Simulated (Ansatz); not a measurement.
Gd:

```
Gd
1.0
     3.63600    0.00000    0.00000
    -1.81800    3.14887    0.00000
     0.00000    0.00000    5.78260
Gd
2
Direct
  0.66667 0.33333 0.75000
  0.33333 0.66667 0.25000
```

Base run:

```yaml
Program: Ansatz 0.2.0
Functional: PBE
Potentials_or_basis: Ansatz PAW
Cutoff: "420 eV (not typed: the program's choice for these potentials)"
k_mesh: 8 × 8 × 5
Occupations: fermi-dirac, width 0.05 eV
Spin: no spin polarisation
```

Its results: band gap on the k mesh none (metal or under the smearing width); pressure -2.4 GPa.

The run is repeated on the same cell with these changes: spin from no spin polarisation to collinear spin, antiferromagnetic start. What comes out?

Band gap on the k mesh none (metal or under the smearing width); pressure -0.1 GPa; net moment 0.00 μB per cell; site moments Gd +7.25, -7.25 μB.

Caveats: spin-orbit coupling is left out, which moves the levels of the heavy elements (some runs).
